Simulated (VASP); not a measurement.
Set up this calculation in VASP 6.6.1, as the native input.

| Property | Result |
| --- | --- |
| Task | single point |
| Functional | PBE |
| Dispersion | D3(BJ) |
| Potentials or basis | VASP PAW PBE potentials, release 64 (O, H, C) |
| Cutoff | 520 eV |
| k mesh | 1 × 1 × 1 |
| Occupations | fermi-dirac, width 0.05 eV |
| Spin | no spin polarisation |
| Dipole correction | no |
| Further INCAR settings | LREAL = Auto; ALGO = Fast; EDIFF = 1e-06; NBANDS = 36 |

The structure of H10CO5 lies in POSCAR:

```
H10CO5
1.0
    6.1736310000      0.0000000000      0.0000000000
    0.0000000000      6.1736310000      0.0000000000
    0.0000000000      0.0000000000      6.1736310000
O H C
5 10 1
Direct
    0.3265824730      0.5535576698      0.9551541657
    1.0528596650      0.2391745795      0.8594665980
    0.0310746908      0.8724331683      0.1058869149
    0.3457270420      0.7957374908      0.5675976844
    0.7381375074      0.1825546568      0.4831046493
    0.4638784533      0.4946182393      1.0040249021
    0.2303802232      0.4260256567      0.9218308798
    0.9894184175      0.2114632266      0.7171128153
    1.0455946898      0.1002250688      0.9412406215
    0.0343508288      0.9034770328      0.2604290919
    0.1428291389      0.7608343577      0.0821711843
    0.4199283920      0.7029609036      0.4645590376
    0.3439392628      0.7111031946      0.7036754006
    0.5838173824      0.1285196554      0.7707452792
    0.4102708858      0.1960787113      0.5261491516
    0.5749261473      0.1682974877      0.5942584238
```

The cell was built by a generator and needn't be a form met in nature.

One way to write it, as run:

INCAR

```
SYSTEM = H10CO5
ALGO = Fast
EDIFF = 1E-6
ENCUT = 520
GGA = PE
ISIF = 2
ISMEAR = -1
IVDW = 12
LASPH = .TRUE.
LCHARG = .FALSE.
LREAL = Auto
LWAVE = .FALSE.
NBANDS = 36
NELM = 100
PREC = Accurate
SIGMA = 0.05
```

KPOINTS

```
k-points
0
G
  1 1 1
  0 0 0
```

Potentials or basis: VASP PAW PBE potentials, release 64 (O, H, C).

Command:

```bash
$ cat potpaw_PBE.64/O/POTCAR potpaw_PBE.64/H/POTCAR potpaw_PBE.64/C/POTCAR > POTCAR
$ mpirun -np 1 vasp_gam > vasp.out
```

Results of the run:

```
Pressure                   : -0.8 GPa
Largest force              : 0.250 eV/Å
Band gap on the k mesh     : 3.95 eV, direct
Dispersion energy per atom : -0.026 eV
```

Caveat: the standard files for N, O and F lose accuracy on very short bonds.

Wall time 20 s on 1 thread of Intel(R) Xeon(R) Platinum 8488C (Sapphire Rapids), on a shared host, peak memory 0.31 GiB.
